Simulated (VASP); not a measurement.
# A point defect in a supercell of LaAl2Ag3, part 2 of 4

How easily does a point defect form in LaAl2Ag3? The host is relaxed first, then a supercell is run with and without the defect. The start is a cell from a database of measured crystal structures.

VASP 6.6.1, plane waves and PAW; the level of theory is named at each step.

So far. Step 2 (Relaxing the host crystal): The run ended after 8 ionic steps, 0.183 eV below its first step, once forces and stress met EDIFFG = -0.02. Step 2 (Relaxing the host crystal): An edge changed by 7 % against the database cell. In a metal the coarse mesh may share the blame.

## Step 3: The perfect supercell

Level of this step: PBEsol; plane waves and PAW (La, Ag, Al) (VASP).

System of this step: LaAl2Ag3. Symmetry: P6/mmm, No. 191, hexagonal system. The conventional cell has a = 5.664 Å, b = 5.664 Å, c = 4.222 Å, α = 90.00°, β = 90.00°, γ = 120.00°. Nearest to La lie 6 Al at 3.27 Å and 12 Ag at 3.53 Å. Nearest to Ag lie 4 Al at 2.67 Å and 4 Ag at 2.83 Å and 4 La at 3.53 Å. Ag has 4 Al at 2.67 Å and 4 Ag at 2.83 Å and 4 La at 3.53 Å nearest. Nearest to Al lie 6 Ag at 2.67 Å and 3 Al at 3.27 Å and 3 La at 3.27 Å. Farther neighbours are not listed.

The same cell, mesh and cutoff without the defect give the energy to subtract and, in a gapped host, the band edges to count from, so that most errors cancel.

INCAR

```
SYSTEM = LaAl2Ag3
PREC = Normal
ENCUT = 400
EDIFF = 1E-05
NELM = 120
ISMEAR = 1
SIGMA = 0.2
LREAL = Auto
ALGO = Fast
GGA = PS
NBANDS = 124
LORBIT = 11
LWAVE = .FALSE.
LCHARG = .FALSE.
KPAR = 4
```

POSCAR

```
LaAl2Ag3
1.0
   -8.4964639809      4.9054357665      4.2220769323
    8.4964639809     -4.9054357665      4.2220769323
    2.8321546603      4.9054357665     -4.2220769323
La Ag Al
4 12 8
Direct
    0.0000000000      0.0000000000      0.0000000000
    0.5000000000      0.5000000000      0.0000000000
    0.5000000000      0.0000000000      0.5000000000
    0.0000000000      0.5000000000      0.5000000000
    0.5000000000      0.2500000000      0.2500000000
    0.0000000000      0.7500000000      0.2500000000
    0.0000000000      0.2500000000      0.7500000000
    0.5000000000      0.7500000000      0.7500000000
    0.5000000000      0.5000000000      0.5000000000
    0.0000000000      0.0000000000      0.5000000000
    0.0000000000      0.5000000000      0.0000000000
    0.5000000000      0.0000000000      0.0000000000
    0.2500000000      0.5000000000      0.2500000000
    0.7500000000      0.0000000000      0.2500000000
    0.7500000000      0.5000000000      0.7500000000
    0.2500000000      0.0000000000      0.7500000000
    0.1666666666      0.3333333333      0.5000000000
    0.6666666666      0.8333333333      0.5000000000
    0.6666666666      0.3333333333      0.0000000000
    0.1666666666      0.8333333333      0.0000000000
    0.3333333333      0.1666666666      0.5000000000
    0.8333333334      0.6666666666      0.5000000000
    0.8333333334      0.1666666666      0.0000000000
    0.3333333333      0.6666666666      0.0000000000
```

KPOINTS

```
Automatic mesh
0
Gamma
4 4 4
0 0 0
```

Potentials, in the order of the species: La, Ag and Al (PBE family, release 64).

Started as:

```console
$ mpirun -np 4 vasp_std
```

Output:

```text
[banner, memory and clock lines left out]
running    4 mpi-ranks, on    1 nodes
 distrk:  each k-point on    1 cores,    4 groups
 distr:  one band on    1 cores,    1 groups

 POSCAR found type information on POSCAR LaAgAl
 POSCAR found :  3 types and      24 ions
 [... a notice as in an earlier step ...]

 LDA part: xc-table for (Slater+PW92), standard interpolation
 POSCAR, INCAR and KPOINTS ok, starting setup
 FFT: planning ... GRIDC
 FFT: planning ... GRID_SOFT
 FFT: planning ... GRID
 WAVECAR not read
 entering main loop
       N       E                     dE             d eps       ncg     rms          rms(c)
DAV:   1     0.197444761272E+04    0.19744E+04   -0.63711E+04  4560   0.171E+03
DAV:   2     0.384123009265E+03   -0.15903E+04   -0.14478E+04  4808   0.431E+02
DAV:   3     0.969726008409E+01   -0.37443E+03   -0.33164E+03  4692   0.188E+02
DAV:   4    -0.916964716539E+02   -0.10139E+03   -0.90315E+02  7832   0.817E+01
DAV:   5    -0.111598179597E+03   -0.19902E+02   -0.18881E+02  8008   0.391E+01    0.289E+01
RMM:   6    -0.994452637521E+02    0.12153E+02   -0.20001E+02  6715   0.498E+01    0.191E+01
RMM:   7    -0.100897951031E+03   -0.14527E+01   -0.24554E+01  7390   0.115E+01    0.833E+00
RMM:   8    -0.100539152327E+03    0.35880E+00   -0.63397E+00  7246   0.619E+00    0.275E+00
RMM:   9    -0.100748268465E+03   -0.20912E+00   -0.25423E+00  8309   0.263E+00    0.923E-01
RMM:  10    -0.100824980914E+03   -0.76712E-01   -0.13101E+00  7680   0.255E+00    0.958E-01
RMM:  11    -0.100882613168E+03   -0.57632E-01   -0.63770E-01  8633   0.107E+00    0.205E-01
RMM:  12    -0.100920964893E+03   -0.38352E-01   -0.37540E-01  8793   0.742E-01    0.157E-01
RMM:  13    -0.100942589984E+03   -0.21625E-01   -0.20474E-01  8893   0.534E-01    0.669E-02
RMM:  14    -0.100956792662E+03   -0.14203E-01   -0.13650E-01  8894   0.409E-01    0.791E-02
RMM:  15    -0.100965311484E+03   -0.85188E-02   -0.82895E-02  8906   0.341E-01    0.620E-02
RMM:  16    -0.100971129230E+03   -0.58177E-02   -0.56476E-02  8716   0.273E-01    0.857E-02
RMM:  17    -0.100974899129E+03   -0.37699E-02   -0.36610E-02  8707   0.235E-01    0.561E-02
RMM:  18    -0.100977478724E+03   -0.25796E-02   -0.25270E-02  8793   0.201E-01    0.719E-02
RMM:  19    -0.100979175856E+03   -0.16971E-02   -0.16962E-02  8699   0.173E-01    0.612E-02
RMM:  20    -0.100980416250E+03   -0.12404E-02   -0.12323E-02  8614   0.148E-01    0.671E-02
WARNING in EDDRMM: call to ZHEGV failed, returncode =   6  3     26
RMM:  21    -0.100981217301E+03   -0.80105E-03   -0.82952E-03  8440   0.129E-01    0.834E-02
RMM:  22    -0.100981855581E+03   -0.63828E-03   -0.62055E-03  8610   0.118E-01    0.644E-02
WARNING in EDDRMM: call to ZHEGV failed, returncode =   8  4     40
RMM:  23    -0.100982283577E+03   -0.42800E-03   -0.43168E-03  8415   0.992E-02    0.678E-02
WARNING in EDDRMM: call to ZHEGV failed, returncode =   8  4     32
RMM:  24    -0.100982602751E+03   -0.31917E-03   -0.32048E-03  8095   0.877E-02    0.689E-02
RMM:  25    -0.100982828563E+03   -0.22581E-03   -0.22993E-03  8066   0.779E-02    0.712E-02
RMM:  26    -0.100982992670E+03   -0.16411E-03   -0.17250E-03  7865   0.682E-02    0.755E-02
RMM:  27    -0.100983138403E+03   -0.14573E-03   -0.12885E-03  7824   0.632E-02    0.701E-02
RMM:  28    -0.100983236566E+03   -0.98163E-04   -0.97438E-04  7492   0.547E-02    0.714E-02
RMM:  29    -0.100983305912E+03   -0.69346E-04   -0.73457E-04  7267   0.509E-02    0.739E-02
WARNING in EDDRMM: call to ZHEGV failed, returncode =   8  4      1
WARNING in EDDRMM: call to ZHEGV failed, returncode =   8  4      3
WARNING in EDDRMM: call to ZHEGV failed, returncode =   8  4      3
WARNING in EDDRMM: call to ZHEGV failed, returncode =   6  3     37
RMM:  30    -0.100983388629E+03   -0.82717E-04   -0.59797E-04  7318   0.479E-02    0.667E-02
RMM:  31    -0.100983427205E+03   -0.38576E-04   -0.42912E-04  6975   0.417E-02    0.698E-02
RMM:  32    -0.100983462780E+03   -0.35575E-04   -0.34248E-04  6690   0.371E-02    0.701E-02
WARNING in EDDRMM: call to ZHEGV failed, returncode =   8  4     40
RMM:  33    -0.100983485033E+03   -0.22253E-04   -0.25558E-04  6408   0.360E-02    0.723E-02
WARNING in EDDRMM: call to ZHEGV failed, returncode =   8  4     57
WARNING in EDDRMM: call to ZHEGV failed, returncode =   8  4     36
RMM:  34    -0.100983512533E+03   -0.27500E-04   -0.20427E-04  6199   0.317E-02    0.702E-02
RMM:  35    -0.100983529143E+03   -0.16609E-04   -0.16142E-04  5941   0.324E-02    0.703E-02
RMM:  36    -0.100983549185E+03   -0.20043E-04   -0.13197E-04  5703   0.291E-02    0.681E-02
WARNING in EDDRMM: call to ZHEGV failed, returncode =   8  4     26
RMM:  37    -0.100983562033E+03   -0.12848E-04   -0.10425E-04  5495   0.297E-02    0.679E-02
RMM:  38    -0.100983571138E+03   -0.91049E-05   -0.79429E-05  5135   0.259E-02
   1 F= -.10098357E+03 E0= -.10098282E+03  d E =-.224554E-02
```

Elapsed: 20 min, on 4 MPI ranks of Intel Xeon Platinum 8488C (Sapphire Rapids), shared host; peak memory 2.6 GiB; 79 min of CPU time.

Parts of OUTCAR (step 3):

```text
  LATTYP: Found a face centered orthorhombic cell.
 ALAT       =     8.4441538646
 B/A-ratio  =     1.3415931096
 C/A-ratio  =     2.3237074289

 Subroutine GETGRP returns: Found  8 space group operations
 (whereof  8 operations were pure point group operations)

The static configuration has the point symmetry D_2h.

 Found     18 irreducible k-points:

   k-points           NKPTS =     18   k-points in BZ     NKDIM =     18   number of bands    NBANDS=    124

   dimension x,y,z NGX =    54 NGY =   54 NGZ =   36
   dimension x,y,z NGXF=   108 NGYF=  108 NGZF=   72

   ENCUT  =  400.0 eV  29.40 Ry    5.42 a.u.  17.42 17.42 11.52*2*pi/ulx,y,z

   NELECT =     200.0000    total number of electrons

 E-fermi :   8.5591

 k-point     1 :       0.0000    0.0000    0.0000
  band No.  band energies     occupation
    ...
     94       7.2925      2.00000
     95       7.7649      2.00000
     96       7.8066      2.00000
     97       7.8066      2.00000
     98       8.4380      1.84510
     99       8.6454      0.33977
    100       8.7158      0.02865
    101       8.7174      0.02428
    102       8.7238      0.00845
    103       8.7488     -0.03789
    ...

 k-point     2 :       0.2500    0.0000    0.0000
  band No.  band energies     occupation
    ...
     96       7.8006      2.00000
     97       8.0659      2.00269
     98       8.0802      2.00367
     99       8.1980      2.02845
    100       8.2571      2.05442
    101       8.6226      0.49121
    102       8.6730      0.18807
    103       8.6867      0.12729
    104       8.8024     -0.07089
    105       9.2929     -0.00000
    ...

  Total        1.8584983      1.5319827     -0.1426662     -0.2827708      0.0000000      0.0000000
  in kB        6.3454446      5.2306271     -0.4871032     -0.9654603      0.0000000      0.0000000
  external PRESSURE =       3.6963228 kB  Pullay stress =       0.0000000 kB

  energy-cutoff  :      400.00
  volume of cell :      469.26
      direct lattice vectors                 reciprocal lattice vectors
    -8.496463981  4.905435767  4.222076932     0.000000000  0.101927744  0.118425128
     8.496463981 -4.905435767  4.222076932     0.088272015  0.050963872  0.118425128
     2.832154660  4.905435767 -4.222076932     0.088272015  0.152891616  0.000000000

 POSITION                                       TOTAL-FORCE (eV/Angst)
 -----------------------------------------------------------------------------------
      0.00000      0.00000      0.00000         0.000000     -0.000000      0.000000
      0.00000      0.00000      4.22208         0.000000     -0.000000      0.000000
     -2.83215      4.90544      0.00000         0.000000     -0.000000      0.000000
      5.66431      0.00000      0.00000         0.000000     -0.000000      0.000000
     -1.41608      2.45272      2.11104         0.000000     -0.000000      0.000000
      7.08039     -2.45272      2.11104         0.000000     -0.000000      0.000000
      4.24823      2.45272     -2.11104         0.000000     -0.000000      0.000000
      4.24823      2.45272      2.11104         0.000000     -0.000000      0.000000
      1.41608      2.45272      2.11104         0.000000     -0.000000      0.000000
      1.41608      2.45272     -2.11104         0.000000     -0.000000      0.000000
      4.24823     -2.45272      2.11104         0.000000     -0.000000      0.000000
     -4.24823      2.45272      2.11104         0.000000     -0.000000      0.000000
      2.83215      0.00000      2.11104         0.000000     -0.000000      0.000000
     -5.66431      4.90544      2.11104         0.000000     -0.000000      0.000000
      0.00000      4.90544      2.11104         0.000000     -0.000000      0.000000
      0.00000      4.90544     -2.11104         0.000000     -0.000000      0.000000
      2.83215      1.63515     -0.00000        -0.022113      0.012767     -0.000000
      2.83215      1.63515      4.22208        -0.022113      0.012767     -0.000000
     -2.83215      1.63515      4.22208        -0.022113      0.012767     -0.000000
      5.66431     -3.27029      4.22208        -0.022113      0.012767      0.000000
     -0.00000      3.27029     -0.00000         0.022113     -0.012767     -0.000000
     -0.00000      3.27029      4.22208         0.022113     -0.012767      0.000000
     -5.66431      3.27029      4.22208         0.022113     -0.012767      0.000000
      2.83215     -1.63515      4.22208         0.022113     -0.012767      0.000000
 -----------------------------------------------------------------------------------
    total drift:                               -0.000000      0.000000     -0.000000

  FREE ENERGIE OF THE ION-ELECTRON SYSTEM (eV)
  ---------------------------------------------------
  free  energy   TOTEN  =      -100.9835711379 eV

  energy  without entropy=     -100.9813255962  energy(sigma->0) =     -100.98282262

 total charge
# of ion       s       p       d       f       tot
--------------------------------------------------
    1        2.037   5.624   0.732   0.093   8.487
    2        2.037   5.624   0.732   0.093   8.487
    3        2.037   5.624   0.732   0.093   8.487
    4        2.037   5.624   0.732   0.093   8.487
    5        0.489   0.453   9.057   0.000   9.999
    6        0.489   0.453   9.057   0.000   9.999
    7        0.489   0.453   9.057   0.000   9.999
    8        0.489   0.453   9.057   0.000   9.999
    9        0.489   0.453   9.057   0.000   9.999
   10        0.489   0.453   9.057   0.000   9.999
   11        0.489   0.453   9.057   0.000   9.999
   12        0.489   0.453   9.057   0.000   9.999
   13        0.489   0.453   9.057   0.000   9.999
   14        0.489   0.453   9.057   0.000   9.999
   15        0.489   0.453   9.057   0.000   9.999
   16        0.489   0.453   9.057   0.000   9.999
   17        0.419   0.354   0.000   0.000   0.773
   18        0.419   0.354   0.000   0.000   0.773
   19        0.419   0.354   0.000   0.000   0.773
   20        0.419   0.354   0.000   0.000   0.773
   21        0.419   0.354   0.000   0.000   0.773
   22        0.419   0.354   0.000   0.000   0.773
   23        0.419   0.354   0.000   0.000   0.773
   24        0.419   0.354   0.000   0.000   0.773
--------------------------------------------------
tot         17.368  30.767 111.613   0.371 160.118

[... 7 further parts left out ...]
```

This step gave:

```
electronic cycles       : 38
electrons               : 200
free energy (TOTEN)     : -100.9836 eV
energy at zero smearing : -100.9828 eV
Fermi energy            : 8.559 eV
```

The host is treated as a metal, as its relaxation found a gap under 0.3 eV or none, and only the neutral defect is run.

(Continued in part 3 of 4.)

[Lines on the potential files, build, host, timing and source positions are cut from VASP's logs without a mark.]

[Logs are printed without paths, hosts, clocks, repeated set-up lines and the standing remarks that a program may print on its own settings, such as how far it seeks lower states.]

[Hosts, paths, dates, database ids (printed as entryN), source tags and the programs' standing remarks are cut or masked in the printed files.]

[In band tables of VASP the shares of atoms and orbitals are scaled to a sum of 1 inside the atoms' spheres.]

[Runs that stopped without an error message from VASP are left out.]
